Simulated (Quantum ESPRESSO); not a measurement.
Crystal: ZrS.

```
CELL_PARAMETERS angstrom
0.00000 2.62500 2.62500
2.62500 0.00000 2.62500
2.62500 2.62500 0.00000
ATOMIC_POSITIONS crystal
Zr 0.00000 0.00000 0.00000
S 0.50000 0.50000 0.50000
```

Base run:

| Property | Result |
| --- | --- |
| Program | Quantum ESPRESSO 7.5 |
| Functional | PBEsol |
| Potentials or basis | GBRV 1.5 PBEsol |
| Cutoff | 612 eV |
| Density cutoff | 4898 eV |
| k mesh | 9 × 9 × 9 |
| Occupations | fermi-dirac, width 0.05 eV |
| Spin | no spin polarisation |
| Hubbard terms | Zr d U = 5 eV |

Its results: band gap on the k mesh none (metal or under the smearing width); pressure -0.8 GPa.

Task: The run is repeated on the same cell with these changes: hubbard terms from Zr d U = 5 eV to Zr d U = 6 eV. What comes out?

Result: Band gap on the k mesh none (metal or under the smearing width); pressure 0.6 GPa.

Caveats: U without spin polarisation on a metal has little footing.

Not every run made on this cell is shown here.
